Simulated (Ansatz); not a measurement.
# A strain series on NaF (CsCl type): xy shear, engineering strain (angle)

NaF in the CsCl-type structure, relaxed with r2SCAN in Ansatz, then strained (xy shear, engineering strain (angle); angles, axes as in the cell below) with the atoms relaxed again within the symmetry that is left. The symmetry is Pm-3m (No. 221, cubic); conventional cell a = 2.793 Å, 10.90 Å³ an atom. Around Na lie 8 F at 2.42 Å; around F lie 8 Na at 2.42 Å. (Calculated; spin-unpolarised; the phase may be known or hypothetical.)

```
Na F
1.0
     2.79349    0.00000    0.00000
     0.00000    2.79349    0.00000
     0.00000    0.00000    2.79349
Na F
1 1
Direct
  0.00000 0.00000 0.00000
  0.50000 0.50000 0.50000
```

Gaps are the least over each mesh (PBE 10×10×10, r2SCAN 10×10×10, HSE06 6×6×6 when unstrained) and the special points, which keep their unstrained names; stress is the change from the unstrained cell, compression positive.

```
strain (%)  gap, PBE (eV)  gap, r2SCAN (eV)  gap, HSE06 (eV)  edges, HSE06  xy stress, r2SCAN (GPa)  energy rise, r2SCAN (meV/atom)
     -0.34          6.128             7.058            8.331         M → Γ                    +0.02                             0.0
       0.0          6.128             7.058            8.331         M → Γ                     0.00                             0.0
     +5.78          6.141             7.069            8.344         M → Γ                    -0.36                             0.7
```

**Question.** Estimate the row for a strain of -3.71 %.

**Answer.**
```
strain (%)  gap, PBE (eV)  gap, r2SCAN (eV)  gap, HSE06 (eV)  edges, HSE06  xy stress, r2SCAN (GPa)  energy rise, r2SCAN (meV/atom)
     -3.71          6.133             7.062            8.336         M → Γ                    +0.22                             0.3
```

The meshes of the hybrids are coarse, so their gaps aren't converged to the digits shown.
